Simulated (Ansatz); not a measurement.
Strain and the gap of GaSb (zincblende)

GaSb built on the zincblende prototype, relaxed with r2SCAN in Ansatz. It is cubic, F-43m (No. 216); conventional cell a = 6.132 Å, 28.82 Å³ an atom. Around Ga lie 4 Sb at 2.66 Å; around Sb lie 4 Ga at 2.66 Å.

The axes x, y and z are those of this cell:
```
CELL_PARAMETERS angstrom
0.00000 3.06588 3.06588
3.06588 0.00000 3.06588
3.06588 3.06588 0.00000
ATOMIC_POSITIONS crystal
Ga 0.00000 0.00000 0.00000
Sb 0.25000 0.25000 0.25000
```

Unstrained: The r2SCAN gap is direct at Γ: 0.414 eV. With HSE06 the gap is 0.772 eV and direct, at Γ. Meshes: r2SCAN 8×8×8, HSE06 6×6×6. Strains are changes of length per length. After each strain the atoms were relaxed again with r2SCAN within the symmetry that the strain leaves, so tilts or polar shifts that break it weren't tested; points keep the names that they have in the unstrained zone. The values are computed, spin-unpolarised, and not measurements.

Changes of the least gap in eV (an overlap counts as a negative gap):
```
                          strain  volume change (%)  space group  r2SCAN   HSE06  energy rise, r2SCAN (meV/atom)
isotropic -4.0 % on every length              -11.5        F-43m  +0.514  +0.519                            80.6
isotropic -3.0 % on every length               -8.7        F-43m  +0.490  +0.480                            43.7
isotropic -2.0 % on every length               -5.9        F-43m  +0.413  +0.396                            18.7
isotropic -1.0 % on every length               -3.0        F-43m  +0.231  +0.248                             4.5
isotropic +1.0 % on every length               +3.0        F-43m  -0.223  -0.243                             4.2
isotropic +2.0 % on every length               +6.1        F-43m  -0.414  -0.478                            16.0
isotropic +3.0 % on every length               +9.3        F-43m  -0.414  -0.715                            34.4
isotropic +4.0 % on every length              +12.5        F-43m  -0.414       –                            59.0
```

Isotropic -4.0 % on every length. HSE06: the gap goes from 0.772 to 1.291 eV (+0.519 eV); it turns from direct (Γ) to indirect (Γ → X). Stress change with r2SCAN, compression positive: xx +8.73, yy +8.73, zz +8.73 GPa.

Isotropic -3.0 % on every length. HSE06: the gap goes from 0.772 to 1.252 eV (+0.480 eV); it turns from direct (Γ) to indirect (Γ → L). Stress change with r2SCAN, compression positive: xx +6.06, yy +6.06, zz +6.06 GPa.

Isotropic -2.0 % on every length. HSE06: the gap goes from 0.772 to 1.168 eV (+0.396 eV); it turns from direct (Γ) to indirect (Γ → L). Stress change with r2SCAN, compression positive: xx +3.74, yy +3.74, zz +3.74 GPa.

Isotropic -1.0 % on every length. HSE06: the gap goes from 0.772 to 1.020 eV (+0.248 eV). Stress change with r2SCAN, compression positive: xx +1.73, yy +1.73, zz +1.73 GPa. For HSE06, dE_g/d ln V = -8.3 eV over this step.

Isotropic +1.0 % on every length. HSE06: the gap goes from 0.772 to 0.529 eV (-0.243 eV). Stress change with r2SCAN, compression positive: xx -1.49, yy -1.49, zz -1.49 GPa. For HSE06, dE_g/d ln V = -8.1 eV over this step.

Isotropic +2.0 % on every length. r2SCAN: gap 0.41 before, 0 after (eV); it has closed. HSE06: the gap goes from 0.772 to 0.294 eV (-0.478 eV). Stress change with r2SCAN, compression positive: xx -2.70, yy -2.70, zz -2.70 GPa. For HSE06, dE_g/d ln V = -8.0 eV over this step.

Isotropic +3.0 % on every length. r2SCAN: gap 0.41 before, 0 after (eV); it has closed. HSE06: the gap goes from 0.772 to 0.057 eV (-0.715 eV); so small a gap is at the limit of these settings. Stress change with r2SCAN, compression positive: xx -3.78, yy -3.78, zz -3.78 GPa. For HSE06, dE_g/d ln V = -8.1 eV over this step.

Isotropic +4.0 % on every length. r2SCAN: gap 0.41 before, 0 after (eV); it has closed. Stress change with r2SCAN, compression positive: xx -4.70, yy -4.70, zz -4.70 GPa.

Spin-orbit coupling is left out, which matters wherever the heavy atoms make up the band edges.

The meshes of the hybrids are coarse, so their gaps aren't converged to the digits shown.
